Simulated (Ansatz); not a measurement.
The cell is KCl built on the h-MgO prototype; cell and atoms were relaxed with r2SCAN. Around K lie 5 Cl at 3.09–3.12 Å; around Cl lie 5 K at 3.09–3.12 Å.

Space group P6_3/mmc (No. 194). a = 5.344 Å, b = 5.344 Å, c = 6.239 Å, α = 90.00°, β = 90.00°, γ = 120.00°
```tsv
atom	site	symmetry	x	y	z
K	2c	-6m2	0.3333	0.6667	0.2500
Cl	2d	-6m2	0.6667	0.3333	0.2500
```

The questions ask for values computed with Ansatz 0.2.0 on this geometry. The calculation is spin-unpolarised, and the structure need not be a phase that has been made.

Given (6×6×4 mesh): LDA gives a direct gap of 4.43 eV at Γ.

Problem. Estimate the gap with PBE on 6×6×4.

Solution. The PBE gap is direct at Γ: 4.77 eV. The gap differs by +0.34 eV from LDA's.

Problem. Estimate the gap with r2SCAN on 6×6×4.

Solution. The r2SCAN gap is direct at Γ: 5.35 eV. The gap differs by +0.92 eV from LDA's.

Problem. What does PBE0 give for the gap (6×6×4 mesh)?

Solution. PBE0 gives a direct gap of 6.76 eV at Γ. The gap differs by +2.33 eV from LDA's.

Problem. Roughly how does the cost of the HSE06 run (6×6×4) compare with r2SCAN's (6×6×4)?

Solution. About 80 times as much (16 core-minutes against 12 core-seconds, on a shared machine).

Problem. How strongly does the crystal screen a field with clamped ions (PBE)?

Solution. ε∞: 2.00 along x and y, 2.09 along z. Born charges, averaged over directions: K +1.07, Cl -1.07 e.

Problem. What fraction of exact exchange does the dielectric-dependent hybrid take (1/ε∞ of PBE, averaged over directions)?

Solution. 0.493.

Problem. Relaxed again with PBEsol, is the cell stable at the zone centre, and where do its optical modes lie?

Solution. The zone-centre optical frequencies run from 60 to 155 cm⁻¹, none imaginary (the rest of the zone wasn't tested). With the long-range field the highest mode reaches 208 cm⁻¹.

The meshes of the hybrids are coarse, so their gaps aren't converged to the digits shown.
